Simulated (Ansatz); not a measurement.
Crystal: ZnCu2SnS4.

```
CELL_PARAMETERS angstrom
-2.71710 2.71710 5.42480
2.71710 -2.71710 5.42480
2.71710 2.71710 -5.42480
ATOMIC_POSITIONS crystal
Sn 0.50000 0.50000 0.00000
Zn 0.25000 0.75000 0.50000
Cu 0.75000 0.25000 0.50000
Cu 0.00000 0.00000 0.00000
S 0.62799 0.62839 0.51280
S 0.88481 0.37201 0.00040
S 0.11559 0.11519 0.48720
S 0.37161 0.88441 0.99960
```

Base run:

```yaml
Program: Ansatz 0.2.0
Functional: PBEsol
Potentials_or_basis: Ansatz PAW
Cutoff: "420 eV (not typed: the program's choice for these potentials)"
k_mesh: 7 × 7 × 7
Occupations: fermi-dirac, width 0.05 eV
Spin: no spin polarisation
Hubbard_terms: Cu d U = 5 eV
```

Its results: band gap on the k mesh 0.79 eV, direct; pressure -1.0 GPa; largest force 0.335 eV/Å.

After a change of settings the same cell gave: band gap on the k mesh 0.48 eV, direct; pressure -1.5 GPa; largest force 0.512 eV/Å. Which change was it?
A. hubbard terms from Cu d U = 5 eV to Cu d U = 2 eV
B. hubbard terms from Cu d U = 5 eV to none; hubbard projectors from ortho-atomic (the default) to none
C. hubbard terms from Cu d U = 5 eV to Cu d U = 6 eV

A.

Caveats: odd divisions of the mesh miss points on the zone boundary, where band edges often lie, so the gap on the mesh can be too wide; spin-orbit coupling is left out, which moves the levels of the heavy elements; the PAW data sets come from PBE, with cores solved anew for the run's functional, which leaves a small shift of forces and pressure; the density of states is complete only up to the lowest level of the last band computed.
